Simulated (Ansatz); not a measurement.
Space group Pm-3m (No. 221). a = 2.407 Å, b = 2.407 Å, c = 2.407 Å, α = 90.00°, β = 90.00°, γ = 90.00°
```json
{"atom": "P", "site": "1a", "symmetry": "m-3m", "x": "0.0000", "y": "0.0000", "z": "0.0000"}
```

Equation of state of this P structure (not necessarily the ground state), with shape and atoms relaxed at each volume where symmetry leaves them free. It has no gap at any of these volumes. Theory: DFT PBE+D3(BJ), scalar-relativistic, plane waves, PAW (Ansatz).

Cutoff 420 eV; k points 18×18×18 on the computed 1-atom cell (Γ-centred); Gaussian smearing, width 0.10 eV; no spin polarisation.

| V (Å³/atom) | E − E(largest V) (meV/atom) | P (GPa) |
| --- | --- | --- |
| 12.276 | 57.60 | 21.98 |
| 12.695 | 9.41 | 15.04 |
| 13.113 | -21.88 | 9.10 |
| 13.532 | -38.80 | 4.08 |
| 13.950 | -43.99 | 0.05 |
| 14.369 | -39.72 | -3.13 |
| 14.787 | -27.62 | -6.12 |
| 15.346 | 0.00 | -9.57 |

Fit a third-order Birch–Murnaghan equation to E(V).

V0 = 13.96 Å³/atom, B0 = 124 GPa, B0' = 5.1.

This simple cubic form isn't the element's structure at ambient conditions.